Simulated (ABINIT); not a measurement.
# In in ABINIT: convergence with k mesh

Crystal: In.

```xyz
2
Lattice="3.3355 0.0000 0.0000 -1.6677 2.8886 0.0000 0.0000 0.0000 5.5091" Properties=species:S:1:pos:R:3 pbc="T T T"
In    1.6677    0.9629    4.1319
In    0.0000    1.9257    1.3773
```

This isn't the form of In at room conditions, which is tetragonal.

* Program: ABINIT 10.8.3 (patched build)
* Task: single point
* Functional: PBE
* Potentials or basis: PseudoDojo NC SR PBE v0.5 stringent
* Cutoff: 1116 eV
* k mesh: 1 × 1 × 1
* Occupations: fermi-dirac, width 0.1 eV
* Spin: no spin polarisation

These are the settings of the first run; the series varies k mesh, with any setting tied to it.

Hardware: 1 thread of Arm Neoverse V1, with other jobs on the host.

The values tried are 1 × 1 × 1, 2 × 2 × 1, 3 × 3 × 2, 4 × 4 × 2, 4 × 4 × 3, 5 × 5 × 4, 6 × 6 × 4, 8 × 8 × 5, 9 × 9 × 6, loosest first. From which on does the pressure stay within 0.1 GPa of the tightest run that finished?

From 8 × 8 × 5 on.

| k mesh | energy less the tightest run, at zero smearing (meV/atom) | pressure (GPa) | SCF cycles | CPU time (s) | peak memory (GiB) |
| --- | --- | --- | --- | --- | --- |
| 1 × 1 × 1 | -5996.00 | -33.41 | 9 | 3.6 | 0.08 |
| 2 × 2 × 1 | 585.45 | 11.97 | 9 | 5.3 | 0.08 |
| 3 × 3 × 2 | 195.03 | 1.02 | 9 | 18 | 0.09 |
| 4 × 4 × 2 | 175.25 | 3.12 | 9 | 21 | 0.09 |
| 4 × 4 × 3 | 112.38 | 2.71 | 9 | 24 | 0.09 |
| 5 × 5 × 4 | -11.87 | 1.41 | 9 | 46 | 0.11 |
| 6 × 6 × 4 | -19.09 | 1.30 | 9 | 62 | 0.11 |
| 8 × 8 × 5 | 12.97 | 1.62 | 9 | 95 | 0.13 |
| 9 × 9 × 6 | 0.00 | 1.66 | 9 | 150 | 0.16 |

Not settled before the last step: the energy (to 1 meV/atom). Meshes of other sizes hit other points, so gaps and Fermi surfaces needn't settle smoothly. The tightest run that finished is the yardstick and may itself not be fully converged.
